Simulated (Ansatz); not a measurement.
Reaction (adduct formation): `CC(C)=O` + `[GaH3]` → `CC(C)=[O+][GaH3-]`

Computed with Ansatz on PBE0-D4/def2-TZVP structures; ΔE is electronic, products minus reactants. CCSD(T)/CBS adds triple-zeta CCSD(T) − MP2 to the extrapolated MP2 energy (def2 sets, frozen cores). DFT in def2-TZVPP. B3LYP here is the variant with VWN-RPA as its local correlation; programs differ in this. HSE06 is defined as in plane-wave codes. For Ga outer-core shells are correlated without core-valence functions, which leaves a few kJ/mol of doubt a bond. Scalar relativity is left out up to krypton.

```
             level  ΔE (kJ/mol)  difference from CCSD(T)/CBS
       LDA (SPW92)       -106.1                        -29.1
            PBE-D4        -76.7                          0.3
         revPBE-D4        -72.7                          4.3
           BLYP-D4        -71.4                          5.6
         r2SCAN-D4        -83.6                         -6.6
            B97M-V        -81.5                         -4.5
           PBE0-D4        -77.9                         -0.9
          B3LYP-D4        -74.1                          2.9
        r2SCANh-D4        -83.3                         -6.3
        r2SCAN0-D4        -83.2                         -6.2
      CAM-B3LYP-D4        -77.5                         -0.5
           ωB97X-V        -75.6                          1.4
           ωB97M-V        -75.7                          1.3
            B2PLYP        -66.2                         10.8
          PBE-QIDH        -76.5                          0.5
               PBE        -66.1                         10.9
            revPBE        -47.0                         30.0
              BLYP        -49.7                         27.3
            r2SCAN        -80.6                         -3.6
              PBE0        -68.6                          8.4
             B3LYP        -57.3                         19.7
           r2SCANh        -80.1                         -3.1
           r2SCAN0        -79.6                         -2.6
             HSE06        -68.4                          8.6
             BHLYP        -64.7                         12.3
RPA@PBE/def2-TZVPP        -68.9                          8.1
       HF/def2-SVP        -59.9                         17.1
      MP2/def2-SVP        -78.2                         -1.2
     CCSD/def2-SVP        -74.7                          2.3
  CCSD(T)/def2-SVP        -78.1                         -1.1
     HF/def2-TZVPP        -52.5                         24.5
    MP2/def2-TZVPP        -76.5                          0.5
SCS-MP2/def2-TZVPP        -69.1                          7.9
CCSD(T)/def2-TZVPP        -76.8                          0.2
     HF/def2-QZVPP        -50.7                         26.3
    MP2/def2-QZVPP        -76.0                          1.0
SCS-MP2/def2-QZVPP        -68.2                          8.8
      HF/CBS(def2)        -50.5                         26.5
     MP2/CBS(def2)        -76.8                          0.2
    CCSD/CBS(def2)        -73.0                          4.0
       CCSD(T)/CBS        -77.0                            0
```

Q: What do rigid-rotor, harmonic-oscillator terms from PBE0-D4/def2-TZVP frequencies (298.15 K, 1 bar) make of the CCSD(T)/CBS value? (An estimate is asked.)

A: Computed: ΔZPE = +9.2 kJ/mol, ΔH = -70.1 kJ/mol, ΔS = -138 J/(mol·K), ΔG = -29.0 kJ/mol. Modes under 50 cm⁻¹ make the entropy rough.

Largest T1 diagnostic among the species: 0.015.

The D4 term adds −16.8 kJ/mol with B3LYP and −9.3 kJ/mol with PBE0; it sums over pairs of atoms, weighted by their polarisabilities, and B3LYP, whose exchange is more repulsive, gets the larger term. Leaving LDA and LC-ωPBE aside and taking each functional with its dispersion term where it has one, the values spread over 17.4 kJ/mol, from r2SCAN-D4 to B2PLYP. LDA lies −40.0 kJ/mol from PBE without D4. From BLYP to BHLYP (50 % exact exchange), in def2-TZVPP and without D4, ΔE moves by −15.0 kJ/mol.

CCSD(T)/CBS has its own doubt, a few kJ/mol and more with outer-core shells, so smaller differences from it don't rank the levels.
